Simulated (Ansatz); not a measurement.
Band structure of GeO₂ (P4_2/mnm, 6 atoms in the cell).

```xyz
6
Lattice="4.3303 0.0000 0.0000 0.0000 4.3303 0.0000 0.0000 0.0000 2.8230" Properties=species:S:1:pos:R:3 pbc="T T T"
Ge     2.1652     2.1652     1.4115
Ge     0.0000     0.0000     0.0000
O      3.0063     3.0063     0.0000
O      1.3241     1.3241     0.0000
O      3.4893     0.8411     1.4115
O      0.8411     3.4893     1.4115
```

Level of theory: PBE (plane waves, PAW; Ansatz, a first-principles code).

Settings: kpoints.mp_grid.grid = 4 4 6; hamiltonian.xc = pbe; hamiltonian.pseudopotentials = {kind: paw} (the program's default PAW files); scf.occupations.method = fermi_dirac; scf.occupations.width = 0.05 eV; kpoints.band_path.npoints = 8.

The starting cell comes from a database of computed structures (which also holds hypothetical and non-ambient phases and stackings), without a prior relaxation at this level. Its lattice was rescaled by a random factor within 2.5 % of one.

Problem. Predict the gap along the standard path and the places of the band edges.

Solution. The gap along the path is 2.58 eV, direct at Γ to within 0.01 eV.

Levels in eV from the top of the valence band on the path, bands 23 to 30:
| point | 23 | 24 | 25 | 26 | 27 | 28 | 29 | 30 |
|---|---|---|---|---|---|---|---|---|
| Γ | -2.05 | -0.86 | -0.86 | 0.00 | 2.58 | 6.31 | 7.40 | 7.40 |
| X | -1.84 | -1.84 | -0.87 | -0.87 | 5.57 | 5.57 | 8.12 | 8.12 |
| M | -2.17 | -2.17 | -1.61 | -1.61 | 5.60 | 5.60 | 8.93 | 8.93 |
| Z | -2.50 | -2.50 | -2.03 | -2.03 | 6.80 | 6.80 | 11.78 | 11.78 |
| R | -1.52 | -1.52 | -1.39 | -1.39 | 7.02 | 7.02 | 9.04 | 9.04 |
| A | -1.42 | -1.42 | -1.26 | -1.26 | 5.19 | 5.19 | 10.28 | 10.28 |

Keys are those of Ansatz 0.2.
